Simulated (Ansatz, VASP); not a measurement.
AlN: VASP beside Ansatz

```xyz
4
Lattice="3.0475 0.0000 0.0000 -1.5237 2.6392 0.0000 0.0000 0.0000 4.8764" Properties=species:S:1:pos:R:3 pbc="T T T"
Al    0.0000    1.7595    0.0000
Al    1.5237    0.8797    2.4382
N     0.0000    1.7595    1.8774
N     1.5237    0.8797    4.3156
```

Change from the starting cell: volume scaled by 0.94, PAW files.

Alike in both runs: task electric field gradients; functional PBEsol; k mesh 10 × 10 × 6; occupations fermi-dirac, width 0.03 eV; no spin polarisation.

|  | VASP | Ansatz |
| --- | --- | --- |
| version | VASP 6.6.1 | Ansatz 0.2.0 |
| potentials or method | VASP PAW PBE potentials, release 64 (Al, N) | PAW with Ansatz's default frozen-core files, scalar-relativistic |
| plane-wave cutoff (eV) | 520 | 420 |
| valence electrons in the cell | 16 | 16 |

Ansatz gave:

| Item | Value |
| --- | --- |
| gap on the k mesh at the Fermi level (eV) | 4.62 |
| pressure (GPa) | 14.7 |
| largest component of the traceless stress (GPa) | 2.51 |
| rms of the force components (eV/Å) | 0.104 |
| Vzz of the field gradient on the site that differs most (V/Å²) | 8.9 |

Task: What did VASP give for the same quantities?

Result: gap on the k mesh at the Fermi level (eV): 4.64; pressure (GPa): 14.8; largest component of the traceless stress (GPa): 2.54; rms of the force components (eV/Å): 0.105; Vzz of the field gradient on the site that differs most (V/Å²): 9.2.

Atom by atom the forces differ by 0.001 eV/Å (rms over components).

Caveats: the PAW data sets were made with another functional, which shifts forces and pressure a little (VASP). A k mesh can miss the band edges.
